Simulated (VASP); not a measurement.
# KMgF3 (Pm-3m) in VASP: settings compared

The runs below take KMgF3 through G0W0 quasiparticle levels, equation of state, with PBE, LDA.

Everything below comes from runs of VASP 6.6.1. Logs are shortened: lines on timing, memory, paths and dates and some standing lists are left out, and cuts for length are marked.

**What was measured.**

“High-pressure structural, elastic and electronic properties of the scintillator host material, KMgF3”, 2007, arxiv:cond-mat/0703621 reports, for a powder of KMgF3: bulk modulus 71.2 ± 0.2 GPa.

The results are compared with them further down.

### Step 1. The structure

Symmetry: Pm-3m, No. 221, cubic system. Conventional cell: a = 3.986 Å, b = 3.986 Å, c = 3.986 Å, α = 90.00°, β = 90.00°, γ = 90.00°. K (site symmetry m-3m) has 12 F at 2.82 Å as nearest neighbours. Mg (site symmetry m-3m) is surrounded by 6 F at 1.99 Å. F (site symmetry 4/mmm) has 2 Mg at 1.99 Å as nearest neighbours.

### Step 2. G0W0 quasiparticle levels, PBE

Contents of POSCAR:

```
KMgF3
1.0
    3.9859000000      0.0000000000      0.0000000000
    0.0000000000      3.9859000000      0.0000000000
    0.0000000000      0.0000000000      3.9859000000
K Mg F
1 1 3
Direct
    0.5000000000      0.5000000000      0.5000000000
    0.0000000000      0.0000000000      0.0000000000
    0.0000000000      0.0000000000      0.5000000000
    0.0000000000      0.5000000000      0.0000000000
    0.5000000000      0.0000000000      0.0000000000
```

Contents of INCAR.step1:

```
PREC = Accurate
ENCUT = 500
EDIFF = 1E-8
ISMEAR = 0
SIGMA = 0.01
LREAL = False
LASPH = True
NELM = 60
ALGO = Fast
LWAVE = True
LCHARG = False
GGA = PE
KPAR = 4
```

Contents of INCAR.step2:

```
PREC = Accurate
ENCUT = 500
EDIFF = 1E-8
ISMEAR = 0
SIGMA = 0.01
LREAL = False
LASPH = True
NELM = 1
ALGO = Exact
LWAVE = True
LCHARG = False
GGA = PE
NBANDS = 280
LOPTICS = True
ISTART = 1
KPAR = 4
```

Contents of INCAR.step3:

```
PREC = Accurate
ENCUT = 500
EDIFF = 1E-8
ISMEAR = 0
SIGMA = 0.01
LREAL = False
LASPH = True
ALGO = EVGW0
LWAVE = False
LCHARG = False
GGA = PE
NELMGW = 1
NBANDS = 280
ENCUTGW = 150
NOMEGA = 50
PRECFOCK = Fast
ISTART = 1
NBANDSGW = 24
KPAR = 4
```

Contents of KPOINTS:

```
Automatic mesh
0
Gamma
  4 4 4
```

Potentials or basis: VASP PAW PBE potentials, release 64 (K_sv_GW, Mg_GW, F_GW).

The run is started by

```
cat potpaw_PBE.64/K_sv_GW/POTCAR potpaw_PBE.64/Mg_GW/POTCAR potpaw_PBE.64/F_GW/POTCAR > POTCAR
cp INCAR.step1 INCAR
mpirun -np 4 vasp_std > vasp.out
cp INCAR.step2 INCAR
mpirun -np 4 vasp_std > vasp.out
cp INCAR.step3 INCAR
mpirun -np 4 vasp_std > vasp.out
```

OUTCAR:

```text
PREC = Accurate
   ENCUT = 500
   EDIFF = 1E-8
   ISMEAR = 0
   LREAL = False
   LASPH = True
   GGA = PE
   NELMGW = 1
   ENCUTGW = 150
   PRECFOCK = Fast
   ISTART = 1

 ion  position               nearest neighbor table
   1  0.500  0.500  0.500-
   2  0.000  0.000  0.000-   3 1.99   4 1.99   5 1.99   3 1.99   4 1.99   5 1.99
   3  0.000  0.000  0.500-   2 1.99   2 1.99
   4  0.000  0.500  0.000-   2 1.99   2 1.99
   5  0.500  0.000  0.000-   2 1.99   2 1.99

  LATTYP: Found a simple cubic cell.
 ALAT       =     3.9859000000

  Lattice vectors:

 A1 = (   3.9859000000,   0.0000000000,   0.0000000000)
 A2 = (   0.0000000000,   3.9859000000,   0.0000000000)
 A3 = (   0.0000000000,   0.0000000000,   3.9859000000)

Analysis of symmetry for initial positions (statically):
=====================================================================
 Subroutine PRICEL returns:
 Original cell was already a primitive cell.

 Routine SETGRP: Setting up the symmetry group for a
 simple cubic supercell.

 Subroutine GETGRP returns: Found 48 space group operations
 (whereof 48 operations were pure point group operations)
 out of a pool of 48 trial point group operations.

The static configuration has the point symmetry O_h .

Analysis of symmetry for dynamics (positions and initial velocities):
=====================================================================
 Subroutine PRICEL returns:
 Original cell was already a primitive cell.

 Routine SETGRP: Setting up the symmetry group for a
 simple cubic supercell.

 Subroutine GETGRP returns: Found 48 space group operations
 (whereof 48 operations were pure point group operations)
 out of a pool of 48 trial point group operations.

The dynamic configuration has the point symmetry O_h .

 Subroutine INISYM returns: Found 48 space group operations
 (whereof 48 operations are pure point group operations),
 and found     1 'primitive' translations

----------------------------------------------------------------------------------------

                                     Primitive cell

  volume of cell :      63.3256

  direct lattice vectors                    reciprocal lattice vectors
     3.985900000  0.000000000  0.000000000     0.250884367  0.000000000  0.000000000
     0.000000000  3.985900000  0.000000000     0.000000000  0.250884367  0.000000000
     0.000000000  0.000000000  3.985900000     0.000000000  0.000000000  0.250884367

  length of vectors
     3.985900000  3.985900000  3.985900000     0.250884367  0.250884367  0.250884367

  position of ions in fractional coordinates (direct lattice)
     0.500000000  0.500000000  0.500000000
     0.000000000  0.000000000  0.000000000
     0.000000000  0.000000000  0.500000000
     0.000000000  0.500000000  0.000000000
     0.500000000  0.000000000  0.000000000

  ion indices of the primitive-cell ions
   primitive index   ion index
                 1           1
                 2           2
                 3           3
                 4           4
                 5           5

----------------------------------------------------------------------------------------

 KPOINTS: Automatic mesh

Automatic generation of k-mesh.
 Grid dimensions read from file:
 generate k-points for:    4    4    4

 Generating k-lattice:

  Cartesian coordinates                     Fractional coordinates (reciprocal lattice)
     0.062721092  0.000000000  0.000000000     0.250000000  0.000000000  0.000000000
     0.000000000  0.062721092  0.000000000     0.000000000  0.250000000  0.000000000
     0.000000000  0.000000000  0.062721092     0.000000000  0.000000000  0.250000000

  Length of vectors
     0.062721092  0.062721092  0.062721092

  Shift w.r.t. Gamma in fractional coordinates (k-lattice)
     0.000000000  0.000000000  0.000000000

 Subroutine IBZKPT returns following result:
 ===========================================

 Found     10 irreducible k-points:

 Following reciprocal coordinates:
            Coordinates               Weight
  0.000000  0.000000  0.000000      1.000000
  0.250000  0.000000  0.000000      6.000000
  0.500000  0.000000  0.000000      3.000000
  0.250000  0.250000  0.000000     12.000000
  0.500000  0.250000  0.000000     12.000000
  0.500000  0.500000  0.000000      3.000000
  0.250000  0.250000  0.250000      8.000000
  0.500000  0.250000  0.250000     12.000000
  0.500000  0.500000  0.250000      6.000000
  0.500000  0.500000  0.500000      1.000000
   k-points           NKPTS =     10   k-points in BZ     NKDIM =     64   number of bands    NBANDS=    280
   number of dos      NEDOS =    301   number of ions     NIONS =      5
   total plane-waves  NPLWV =  27000
   dimension x,y,z NGX =    30 NGY =   30 NGZ =   30
   dimension x,y,z NGXF=    60 NGYF=   60 NGZF=   60
   ions per type =               1   1   3
   NGX,Y,Z   is equivalent  to a cutoff of  12.51, 12.51, 12.51 a.u.
   NGXF,Y,Z  is equivalent  to a cutoff of  25.03, 25.03, 25.03 a.u.
 SYSTEM =  unknown system
   PREC   = accura    normal or accurate (medium, high low for compatibility)
   ISTART =      1    job   : 0-new  1-cont  2-samecut
   ICHARG =      0    charge: 1-file 2-atom 10-const
   ISPIN  =      1    spin polarized calculation?
   LNONCOLLINEAR =      F non collinear calculations
   LSORBIT =      F    spin-orbit coupling
   LASPH  =      T    aspherical Exc in radial PAW
   ENCUT  =  500.0 eV  36.75 Ry    6.06 a.u.   7.27  7.27  7.27*2*pi/ulx,y,z
   NELM   =     60;   NELMIN=  2; NELMDL=  0     # of ELM steps
   EDIFF  = 0.1E-07   stopping-criterion for ELM
   LREAL  =      F    real-space projection
   EDIFFG = 0.1E-06   stopping-criterion for IOM
   NSW    =      0    number of steps for IOM
   IBRION =     -1    ionic relax: 0-MD 1-quasi-New 2-CG
   NFREE  =      0    steps in history (QN), initial steepest desc. (CG)
   ISIF   =      0    stress and relaxation
   ISYM   =      3    0-nonsym 1-usesym 2-fastsym
   POTIM  = 0.5000    time-step for ionic-motion
   TEBEG  =    0.0;   TEEND  =   0.0 temperature during run
   PSTRESS=    0.0 pullay stress
   NELECT =      32.0000    total number of electrons
   NUPDOWN=      -1.0000    fix difference up-down
   EMIN   =  10.00;   EMAX   =-10.00  energy-range for DOS
   EFERMI =   0.00;   METHOD = LEGACY
   ISMEAR =     0;   SIGMA  =   0.01  broadening in eV -4-tet -1-fermi 0-gaus
   EFERMI_NEDOS =   21; number of points for ismear=-14 and -15
   IALGO  =     38    algorithm
   IMIX   =      4    mixing-type and parameters
     AMIX     =   0.40;   BMIX     =  1.00
     AMIX_MAG =   1.60;   BMIX_MAG =  1.00
  volume/ion in A,a.u.               =      12.67        85.47
  Fermi-wavevector in a.u.,A,eV,Ry     =   1.303962  2.464132 23.134232  1.700318
  Thomas-Fermi vector in A             =   2.434930
   LORBIT       =      0    0 simple, 1 ext, 2 COOP (PROOUT), +10 PAW based schemes
   GGA     = PE    functional components
   LHFCALC =     T    Hartree Fock is set to
   PRECFOCK=fast      Normal, Fast or Accurate (Low or Medium for compatibility)
   ENCUT4O =  -1.0   cutoff for four orbital integrals eV
   NKREDX  =     1    reduce k-point grid by
   NKREDY  =     1    reduce k-point grid by
   NKREDZ  =     1    reduce k-point grid by
   AEXX    =    1.0000 exact exchange contribution
   HFSCREEN=    0.0000 screening length (either q_TF or 0.3 A-1)
   HFSCREENC=   0.0000 screening length for correlation (either q_TF or 0.3 A-1)
   ENCUTFOCK=  -1.0 apply spherical cutoff to Coloumb kernel
   IVDW    =     0    specifies the selected vdW correction
   LEPSILON=     F    determine dielectric tensor
   LRPA    =     F    only Hartree local field effects (RPA)
   LRPAFORCE           =     F    calculate RPA forces
   ENCUTGW             = 150.0    cutoff for response function in eV
   ENCUTGWSOFT         = 120.0    soft cutoff for Coulomb kernel in GW response function in eV
   ENCUTLF             =  -1.0    cutoff for local field effects
   NELMGW              =     1    number of iterations in solving QP/BSE equation
   NELMHF              =     1    number of iterations in the inner HF iteration
   NKREDLFX            =     1    NKREDLFY  =   1   NKREDLFZ  =   1
 non-spin polarized calculation
 Gauss-broadening in eV      SIGMA  =   0.01
  energy-cutoff  :      500.00
  volume of cell :       63.33
 maximum number of plane-waves:      1640
 NGX is ok and might be reduce to    30
  NGX = 16; NGY = 16; NGZ = 16
   NGX = 15   NGY = 15   NGZ = 15
 maximum number of plane-waves:       280

 QP shifts <psi_nk| G(iteration)W_0 |psi_nk>: iteration 1
 for sc-GW calculations column KS-energies equals QP-energies in previous step
 and V_xc(KS)=  KS-energies - (<T + V_ion + V_H > + <T+V_H+V_ion>^1  + <V_x>^1)

 k-point   1 :       0.0000    0.0000    0.0000
  band No.  KS-energies  QP-energies   sigma(KS)   V_xc(KS)     V^pw_x(r,r')   Z            occupation Imag(sigma)

      1     -25.5473     -27.7522     -21.8735     -18.4861     -30.7484       0.6509       2.0000       0.6282
      2     -20.0241     -24.3075     -27.9030     -22.4208     -36.5354       0.7813       2.0000       0.9743
      3     -19.3659     -23.5893     -28.7009     -23.2811     -37.3504       0.7793       2.0000       0.9233
      4     -19.3659     -23.5893     -28.7009     -23.2811     -37.3504       0.7793       2.0000       0.9233
      5      -9.0396     -12.5801     -21.9804     -17.7671     -24.7180       0.8403       2.0000       0.0776
      6      -9.0396     -12.5801     -21.9804     -17.7671     -24.7180       0.8403       2.0000       0.0776
[... 16 lines left out ...]
     23      14.1058      16.0061      -6.3503      -8.4966      -2.9319       0.8854       0.0000      -0.0674
     24      16.9882      19.3659     -10.6283     -13.4421      -7.0421       0.8450       0.0000      -0.0915

 k-point   2 :       0.2500    0.0000    0.0000
  band No.  KS-energies  QP-energies   sigma(KS)   V_xc(KS)     V^pw_x(r,r')   Z            occupation Imag(sigma)

      1     -25.5333     -27.7347     -21.8841     -18.5005     -30.7529       0.6506       2.0000       0.6242
      2     -19.9581     -24.2346     -27.9671     -22.4851     -36.5982       0.7801       2.0000       0.9701
      3     -19.4480     -23.6821     -28.5926     -23.1622     -37.2379       0.7797       2.0000       0.9300
      4     -19.3657     -23.5915     -28.7095     -23.2918     -37.3606       0.7800       2.0000       0.9234
      5      -9.0323     -12.5706     -22.0087     -17.8084     -24.7254       0.8424       2.0000       0.0753
      6      -9.0119     -12.5550     -22.0130     -17.8075     -24.7326       0.8425       2.0000       0.0759
[... 16 lines left out ...]
     23      14.0457      16.2046      -8.3808     -10.8514      -5.0255       0.8738       0.0000      -0.0704
     24      16.6642      19.0454      -8.7504     -11.5246      -5.0896       0.8583       0.0000      -0.0908
[... 194 lines left out ...]
     23      14.4084      16.6947     -10.2837     -12.9533      -6.9256       0.8564       0.0000      -0.0789
     24      14.4084      16.6947     -10.2837     -12.9533      -6.9256       0.8564       0.0000      -0.0789

 k-point  10 :       0.5000    0.5000    0.5000
  band No.  KS-energies  QP-energies   sigma(KS)   V_xc(KS)     V^pw_x(r,r')   Z            occupation Imag(sigma)

      1     -25.4851     -27.6838     -21.9221     -18.5568     -30.7841       0.6533       2.0000       0.6214
      2     -19.5548     -23.8031     -28.4792     -23.0295     -37.1228       0.7795       2.0000       0.9382
      3     -19.5548     -23.8031     -28.4792     -23.0295     -37.1228       0.7795       2.0000       0.9382
      4     -19.5548     -23.8031     -28.4792     -23.0295     -37.1228       0.7795       2.0000       0.9382
      5      -9.2252     -12.7802     -21.7218     -17.4722     -24.5050       0.8365       2.0000       0.0838
      6      -9.2252     -12.7802     -21.7218     -17.4722     -24.5050       0.8365       2.0000       0.0838
[... 16 lines left out ...]
     23      15.2272      17.1801     -10.2534     -12.5388      -6.8669       0.8545       0.0000      -0.0874
     24      15.2272      17.1801     -10.2534     -12.5388      -6.8669       0.8545       0.0000      -0.0874
```

Run time: 3.3 min. Hardware: 4 MPI ranks of Intel Xeon Platinum 8259CL at 2.50GHz (Skylake/Cascade Lake), shared host; peak memory 0.79 GiB.

What came out:

```yaml
Band_gap_on_the_k_mesh_mean-field_level: 7.32 eV, indirect (least direct gap 7.64 eV)
Quasiparticle_gap: 11.38 eV
Least_direct_quasiparticle_gap: 11.71 eV
```

Levels at points of the mesh, in eV from the valence-band top:
```csv
k point,band 13,band 14,band 15,band 16,band 17,band 18,band 19,band 20
"(0.00, 0.00, 0.00)",-0.62,-0.32,-0.32,-0.32,7.32,10.09,10.09,12.22
"(0.50, 0.00, 0.00)",-0.86,-0.86,-0.53,-0.53,10.13,10.44,11.12,12.78
"(0.50, 0.50, 0.00)",-1.04,-0.89,-0.89,-0.02,10.92,11.74,12.63,12.79
"(0.50, 0.50, 0.50)",-1.11,0.00,0.00,0.00,10.45,10.45,10.45,14.63
```

Caveat: the cutoff is under 1.25 times the usual one of these potentials, so pressure, stress and relaxed cells hold a basis-set (Pulay) error; bands, screening cutoff and mesh are small and nothing is extrapolated, so the quasiparticle values aren't converged.

(Continued in part 2 of 2.)
